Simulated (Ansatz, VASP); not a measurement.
One calculation of H2Pt, two programs

```xyz
3
Lattice="2.8499 0.0000 0.0000 -1.4249 2.4681 0.0000 0.0000 0.0000 5.4831" Properties=species:S:1:pos:R:3 pbc="T T T"
H     0.0000    0.0000    2.0937
H     0.0000    0.0000    3.3894
Pt    0.0000    0.0000    0.0000
```

Alike in both runs: task single point; functional PBE; k mesh 9 × 9 × 4; occupations gaussian, width 0.1 eV; no spin polarisation.

|  | VASP | Ansatz |
| --- | --- | --- |
| version | VASP 6.6.1 | Ansatz 0.2.0 |
| potentials or method | VASP PAW PBE potentials, release 64 (H, Pt) | scalar-relativistic, plane waves, PAW |
| plane-wave cutoff (eV) | 520 | 420 |
| valence electrons in the cell | 12 | 20 |

Ansatz gave:

| Item | Value |
| --- | --- |
| gap on the k mesh at the Fermi level (eV) | none |
| pressure (GPa) | -21.4 |
| largest component of the traceless stress (GPa) | 16.52 |
| rms of the force components (eV/Å) | 0.401 |

Question: What did VASP give for the same quantities?

Answer: gap on the k mesh at the Fermi level (eV): none; pressure (GPa): -21.5; largest component of the traceless stress (GPa): 16.45; rms of the force components (eV/Å): 0.403.

Atom by atom the forces differ by 0.002 eV/Å (rms over components). A gap of «none» marks a metal or a gap that the smearing closes. The functional is the same, so the differences come from potentials, cutoffs and numerics. The two sets of potentials don't hold the same shells in valence.

Caveats: so large a pressure means that the cell lies far from this level's equilibrium, or that cutoff or potentials fall short (VASP). Spin-orbit coupling is left out, which matters for the levels of Pt.
